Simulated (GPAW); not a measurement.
# TiO2 (Anatase) (I4_1/amd) in GPAW: further runs, part 2 of 2

GPAW 26.7.0.

### Step 4. Phonons, optPBE-vdW

run.py reads:

```python
import json
import numpy as np
import spglib
from ase import Atoms
from ase.constraints import FixSymmetry
from ase.io import read, write
from ase.optimize import BFGS
from phonopy import Phonopy
from phonopy.structure.atoms import PhonopyAtoms
from gpaw import GPAW, PW

atoms = read('TiO2.cif')
cell, positions, numbers = spglib.find_primitive(
    (atoms.cell[:], atoms.get_scaled_positions(), atoms.numbers), symprec=1e-4)
atoms = Atoms(numbers, cell=cell, scaled_positions=positions, pbc=True)

calc = GPAW(mode=PW(800),
            xc={'name': 'optPBE-vdW', 'backend': 'libvdwxc'},
            kpts={'size': (7, 7, 7), 'gamma': True},
            occupations={'name': 'fermi-dirac', 'width': 0.05},
            nbands=56,
            convergence={'density': 1e-06, 'eigenstates': 1e-09},
            random=True,
            maxiter=80,
            txt='gpaw.txt')
atoms.calc = calc
atoms.set_constraint(FixSymmetry(atoms))
BFGS(atoms, trajectory='relax.traj', logfile='-').run(fmax=0.005, steps=40)
atoms.set_constraint()
energy = atoms.get_potential_energy()
forces = atoms.get_forces()
calc.write('gs.gpw')
write('result.traj', atoms)
print('Cell:', atoms.cell.cellpar().round(4))
print(atoms.get_scaled_positions().round(5))

def force_constants(scale):
    unit = PhonopyAtoms(symbols=atoms.get_chemical_symbols(), cell=atoms.cell[:] * scale**(1 / 3),
                        scaled_positions=atoms.get_scaled_positions())
    ph = Phonopy(unit, supercell_matrix=np.diag([1, 1, 1]), primitive_matrix=np.eye(3), symprec=1e-4)
    ph.generate_displacements(distance=0.02)
    forces = []
    for i, sc in enumerate(ph.supercells_with_displacements):
        a = Atoms(sc.symbols, cell=sc.cell, scaled_positions=sc.scaled_positions, pbc=True)
        c = GPAW(mode=PW(800),
                 xc={'name': 'optPBE-vdW', 'backend': 'libvdwxc'},
                 kpts={'size': (7, 7, 7), 'gamma': True},
                 occupations={'name': 'fermi-dirac', 'width': 0.05},
                 nbands=56,
                 convergence={'density': 1e-06, 'eigenstates': 1e-09},
                 random=True,
                 maxiter=80,
                 txt=f'disp-{scale:.3f}-{i:02d}.txt')
        a.calc = c
        f = a.get_forces()
        forces.append(f - f.mean(axis=0))
        print(f'displacement {i}: drift', f.mean(axis=0).round(5), flush=True)
    ph.forces = forces
    ph.produce_force_constants()
    ph.symmetrize_force_constants()
    return ph

qpoints = [[0.0, 0.0, 0.0]]
results = {}
for scale in [1.0]:
    ph = force_constants(scale)
    ph.run_qpoints(qpoints)
    nu = ph.qpoints.frequencies * 33.35641  # THz to cm^-1
    results[f'{scale:.3f}'] = nu.tolist()
    for qp, f in zip(qpoints, nu):
        print(scale, np.round(qp, 4), f.round(2))
json.dump(results, open('phonons.json', 'w'))
```

TiO2.cif reads:

```cif
data_TiO2
_cell_length_a 3.78420000
_cell_length_b 3.78420000
_cell_length_c 9.51460000
_cell_angle_alpha 90.00000000
_cell_angle_beta 90.00000000
_cell_angle_gamma 90.00000000
_space_group_name_H-M_alt 'I4_1/amd'
_space_group_name_Hall 'I 4bw 2bw -1bw'
_space_group_IT_number 141
loop_
_space_group_symop_operation_xyz
'x,y,z'
'-y,x+1/2,z+1/4'
'-x+1/2,-y+1/2,z+1/2'
'y+1/2,-x,z+3/4'
'x,-y+1/2,-z+1/4'
'-y,-x,-z'
'-x+1/2,y,-z+3/4'
'y+1/2,x+1/2,-z+1/2'
'-x,-y+1/2,-z+1/4'
'y,-x,-z'
'x+1/2,y,-z+3/4'
'-y+1/2,x+1/2,-z+1/2'
'-x,y,z'
'y,x+1/2,z+1/4'
'x+1/2,-y+1/2,z+1/2'
'-y+1/2,-x,z+3/4'
'x+1/2,y+1/2,z+1/2'
'-y+1/2,x,z+3/4'
'-x,-y,z'
'y,-x+1/2,z+1/4'
'x+1/2,-y,-z+3/4'
'-y+1/2,-x+1/2,-z+1/2'
'-x,y+1/2,-z+1/4'
'y,x,-z'
'-x+1/2,-y,-z+3/4'
'y+1/2,-x+1/2,-z+1/2'
'x,y+1/2,-z+1/4'
'-y,x,-z'
'-x+1/2,y+1/2,z+1/2'
'y+1/2,x,z+3/4'
'x,-y,z'
'-y,-x+1/2,z+1/4'
loop_
_atom_site_label
_atom_site_type_symbol
_atom_site_symmetry_multiplicity
_atom_site_Wyckoff_symbol
_atom_site_fract_x
_atom_site_fract_y
_atom_site_fract_z
_atom_site_occupancy
Ti1 Ti 4 a 0.0000000000 0.5000000000 0.2500000000 1
O1 O 8 e 0.5000000000 0.5000000000 0.2919000000 1
```

Potentials or basis: GPAW PAW data sets (gpaw-data 1.2.1), pw.

Started as:

```sh
> OMP_NUM_THREADS=1 python run.py
```

gpaw.txt:

```text
__  _  _
 | _ |_)|_||  |
 |__||  | ||/\| - 26.7.0

Input parameters:
  mode=PW(ecut=800.0),
  convergence={'density': 1e-06, 'eigenstates': 1e-09},
  kpts=MonkhorstPack(size=(7, 7, 7), gamma=True),
  maxiter=80,
  nbands=56,
  occupations=Occupations(name='fermi-dirac', width=0.05),
  random=True,
  xc=XC(name='optPBE-vdW', backend='libvdwxc')
Initializing wave functions with random numbers

       O

         O

         Ti

       O O

       Ti

Atoms  # Å, Bohr magnetons
|   | symbol |         x |        y |        z |    initial magnetic moments |
|---|--------|-----------|----------|----------|-----------------------------|
| 0 |     Ti | -0.000000 | 1.892100 | 2.378650 | ( 0.0000,  0.0000,  0.0000) |
| 1 |     Ti | -0.000000 | 0.000000 | 0.000000 | ( 0.0000,  0.0000,  0.0000) |
[... 171 lines left out ...]
|iter:   8| |  -90.072025 | -1.67 | -1.11 |
|iter:   9| |  -90.563434 | -1.67 | -1.33 |
|iter:  10| |  -90.675760 | -1.53 | -1.21 |
|iter:  11| |  -90.502497 | -1.51 | -1.32 |
|iter:  12| |  -89.906981 | -2.16 | -1.31 |
|iter:  13| |  -89.904330 | -4.42 | -2.33 |
|iter:  14| |  -89.900945c| -4.32 | -2.46 |
|iter:  15| |  -89.900624c| -5.16 | -3.00 |
|iter:  16| |  -89.900599c| -6.17 | -3.54 |
|iter:  17| |  -89.900586c| -6.56 | -3.72 |
|iter:  18| |  -89.900586c| -7.91 | -4.44 |
[... 97 lines left out ...]
SCF iterations
|iter     | |      energy | eigst |  dens |
|---------|-|-------------|-------|-------|
|iter:   1| |  -89.903595c| -3.89 |       |
|iter:   2| |  -89.903584c| -6.43 | -3.42 |
|iter:   3| |  -89.903544c| -6.19 | -3.47 |
|iter:   4| |  -89.903541c| -6.25 | -3.79 |
|iter:   5| |  -89.903535c| -7.04 | -3.90 |
|iter:   6| |  -89.903535c| -7.82 | -4.52 |
|iter:   7| |  -89.903535c| -9.23c| -5.28 |
|iter:   8| |  -89.903535c|-10.02c| -5.82 |
|iter:   9| |  -89.903535c|-10.45c| -6.24c|

Converged in 9 steps
Energy contributions relative to reference atoms: (reference = -54611.437768)

Energy contributions:
  Kinetic:          78.995580
  Coulomb:         -86.208106
  Zero:              0.861053
  External:          0.000000
  Xc:              -83.552062
  Entropy:          -0.000000
  Spinorbit:         0.000000
  ----------------------------
  Free energy:     -89.903535
  Extrapolated:    -89.903535
[... 244 lines left out ...]
Forces  # eV/Ang
|        x |        y |        z |
|----------|----------|----------|
| -0.00000 |  0.00000 |  0.00000 |  # Ti   0
|  0.00000 | -0.00000 |  0.00000 |  # Ti   1
|  0.00000 | -0.00000 | -0.00021 |  # O    2
|  0.00000 |  0.00000 | -0.00021 |  # O    3
| -0.00000 |  0.00000 |  0.00021 |  # O    4
|  0.00000 |  0.00000 |  0.00021 |  # O    5

# Writing to gs.gpw (mode='')
```

stdout:

```text
Step          Energy          fmax
BFGS:    0      -89.900586        0.241671
BFGS:    1      -89.903535        0.185594
BFGS:    2      -89.907892        0.006811
BFGS:    3      -89.907898        0.000208
Cell: [  5.4582   5.4582   5.4582 139.4346 139.4346  58.7128]
[[0.75    0.25    0.5    ]
 [0.      0.      0.     ]
 [0.79029 0.79029 0.     ]
 [0.54029 0.04029 0.5    ]
 [0.95971 0.45971 0.5    ]
 [0.20971 0.20971 0.     ]]
displacement 0: drift [-0.  0.  0.]
displacement 1: drift [0. 0. 0.]
displacement 2: drift [ 0. -0. -0.]
1.0 [0. 0. 0.] [  0.     0.     0.   142.27 142.27 167.85 167.85 230.21 230.21 325.03
 379.2  450.45 450.45 497.7  507.77 532.99 633.53 633.53]
```

It took 74 min on 1 thread of AMD EPYC 7R13 (Zen 3), shared host; peak memory 2.7 GiB.

What came out:

```yaml
Free_energy: -89.9079 eV
Band_gap_on_the_k_mesh: 2.08 eV, indirect (least direct gap 2.47 eV)
Highest_phonon_frequency_at_Γ_LO-TO_splitting_left_out: 634 cm⁻¹
```

Final structure:
```yaml
crystal:
  lattice:
    - [-1.89210, 1.89210, 4.75730]
    - [1.89210, -1.89210, 4.75730]
    - [1.89210, 1.89210, -4.75730]
  atoms:
    - { symbol: Ti, position: [0.75000, 0.25000, 0.50000] }
    - { symbol: Ti, position: [0.00000, 0.00000, 0.00000] }
    - { symbol: O, position: [0.79029, 0.79029, 0.00000] }
    - { symbol: O, position: [0.54029, 0.04029, 0.50000] }
    - { symbol: O, position: [0.95971, 0.45971, 0.50000] }
    - { symbol: O, position: [0.20971, 0.20971, 0.00000] }
```

Levels at points of the mesh, in eV from the valence-band top:
| k point | band 22 | band 23 | band 24 | band 25 | band 26 | band 27 |
| --- | --- | --- | --- | --- | --- | --- |
| (0.00, 0.00, 0.00) | -0.80 | -0.52 | -0.52 | 2.08 | 2.79 | 3.85 |

Phonon frequencies in cm⁻¹ (negative: imaginary):
```csv
q point,frequencies
"(0.000, 0.000, 0.000)",0 0 0 142 142 168 168 230 230 325 379 450 450 498 508 533 634 634
```

Caveat: the LO-TO splitting is left out; an odd mesh through Γ misses points on the zone boundary, where band edges often lie.

### Step 5. Overview

```tsv
task	level	potentials or basis	cell	k mesh	cutoff (eV)	smearing	response ecut	maxiter	response k mesh	response bands	kernels	other keys	gap on the mesh (eV)
dielectric tensor	PBE	GPAW PAW data sets (gpaw-data 1.2.1), pw	as given	8 × 8 × 8	600	fermi-dirac 0.001 eV	80 eV	150	11 × 11 × 11	72	["RPA", "LR0.1", "LR0.3"]	-	2.17
dielectric tensor	LDA	the program's PAW data sets (release 1.2.1) made for this functional, pw	as given	8 × 8 × 8	600	fermi-dirac 0.001 eV	80 eV	150	11 × 11 × 11	72	["RPA", "ALDA", "LR0.1"]	-	2.07
phonons	optPBE-vdW	GPAW PAW data sets (gpaw-data 1.2.1), pw	atoms relaxed	7 × 7 × 7	800	fermi-dirac 0.05 eV	-	80	-	-	-	several, not listed	2.08
```

Alike in all rows: no spin polarisation.

Caveats: an odd mesh through Γ misses points on the zone boundary, where band edges often lie; the long-wavelength limit can be off by several per cent where d states take part (some runs); the LO-TO splitting is left out (some runs).

Total energies depend on the potentials used, so only differences within one code and one set of settings carry meaning.
